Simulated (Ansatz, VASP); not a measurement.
Two plane-wave programs on CaS (Oldhamite)

```
CELL_PARAMETERS angstrom
0.00000 2.81659 2.81659
2.81659 0.00000 2.81659
2.81659 2.81659 0.00000
ATOMIC_POSITIONS crystal
Ca 0.00000 0.00000 0.00000
S 0.50000 0.50000 0.50000
```

Alike in both runs: functional PBEsol; k mesh 8 × 8 × 8; occupations gaussian, width 0.02 eV; no spin polarisation.

Ansatz relaxed the structure, and its values are those at the end. VASP's run is a single point on that final structure, the one shown.

|  | VASP | Ansatz |
| --- | --- | --- |
| version | VASP 6.6.1 | Ansatz 0.2.0 |
| potentials or method | VASP PAW PBE potentials, release 64 (Ca_sv, S) | scalar-relativistic, plane waves, PAW |
| plane-wave cutoff (eV) | 520 | 420 |
| valence electrons in the cell | 16 | 16 |

```tsv
	VASP	Ansatz	Ansatz less VASP
gap on the k mesh at the Fermi level (eV)	2.15	2.16	+0.006
least direct gap on the mesh (eV)	3.00	3.00	+0.005
pressure (GPa)	0.2	0.0	-0.20
```

Caveats: the PAW data sets were made with another functional, which shifts forces and pressure a little (VASP). A k mesh can miss the band edges.
